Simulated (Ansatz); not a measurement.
## RuO2 in the rutile structure (space group P4_2/mnm, No. 136)

```
CELL_PARAMETERS angstrom
      4.52339     0.00000     0.00000
      0.00000     4.52339     0.00000
      0.00000     0.00000     3.11902
ATOMIC_POSITIONS crystal
  Ru 0.50000 0.50000 0.50000
  Ru 0.00000 0.00000 0.00000
  O  0.80567 0.80567 0.50000
  O  0.30567 0.69433 0.00000
  O  0.69433 0.30567 0.00000
  O  0.19433 0.19433 0.50000
```

Method: PBE (Ansatz, a quantum-chemistry and plane-wave program), scalar-relativistic without spin-orbit coupling. Settings: 10×10×15 k-points, 0.05 eV Fermi–Dirac smearing.

```json
{
  "volume_per_atom": "10.64 Å³",
  "density": "6.92 g/cm³",
  "band_gap": "zero",
  "total_energy": "-2337.231 eV/atom (σ→0; compares only within this code and set-up)"
}
```

No phonon test of stability was made. No Hubbard U is applied, and correlation can decide whether such a compound is a metal. All final runs are without spin polarisation.
